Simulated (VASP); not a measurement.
Input of a VASP 6.6.1 run:

POSCAR

```
Sn                                      
1.0
    0.0000000000      3.2685833779      3.2685833779
    3.2685833779      0.0000000000      3.2685833779
    3.2685833779      3.2685833779      0.0000000000
  Sn            
     2
Direct
     0.0000000000000000    0.0000000000000000    0.0000000000000000
     0.2500000000000000    0.2500000000000000    0.2500000000000000
```

File INCAR.step1:

```
PREC = Accurate
ENCUT = 520
EDIFF = 1E-5
ISMEAR = 0
SIGMA = 0.03
LREAL = F
LASPH = T
NELM = 80
ALGO = Normal
ISIF = 2
LWAVE = T
LCHARG = F
MAGMOM = 0 0 0 0 0 0
LORBIT = 11
LSORBIT = T
GGA_COMPAT = F
NBANDS = 40
KPAR = 4
GGA = PE
```

The input INCAR.step2:

```
PREC = Accurate
ENCUT = 520
EDIFF = 1E-6
ISMEAR = 0
SIGMA = 0.03
LREAL = F
LASPH = T
NELM = 80
ALGO = Normal
ISIF = 2
LWAVE = F
LCHARG = F
MAGMOM = 0 0 0 0 0 0
LORBIT = 11
LSORBIT = T
GGA_COMPAT = F
GGA = PE
LHFCALC = T
HFSCREEN = 0.2
PRECFOCK = Fast
NBANDS = 40
KPAR = 4
ISTART = 1
```

File KPOINTS:

```
Automatic mesh
0
Gamma
  4 4 4
```

Contents of KPOINTS_OPT:

```
explicit points
6
Reciprocal
 0.0000000000  0.0000000000  0.0000000000 1
 0.3750000000  0.3750000000  0.7500000000 1
 0.5000000000  0.5000000000  0.5000000000 1
 0.6250000000  0.2500000000  0.6250000000 1
 0.5000000000  0.2500000000  0.7500000000 1
 0.5000000000  0.0000000000  0.5000000000 1
```

Potentials or basis: VASP PAW PBE potentials, release 64 (Sn_d).

Command:

```bash
$ cat potpaw_PBE.64/Sn_d/POTCAR > POTCAR
$ cp INCAR.step1 INCAR
$ mpirun -np 4 vasp_ncl > vasp.out
$ cp INCAR.step2 INCAR
$ mpirun -np 4 vasp_ncl > vasp.out
```

What does it give for the pressure?

0.8 GPa.

Caveat: the k mesh is coarse (spacing up to 0.42 Å⁻¹), so the values aren't converged, least of all with exact exchange; the PAW data sets were made with another functional, which shifts forces and pressure a little.
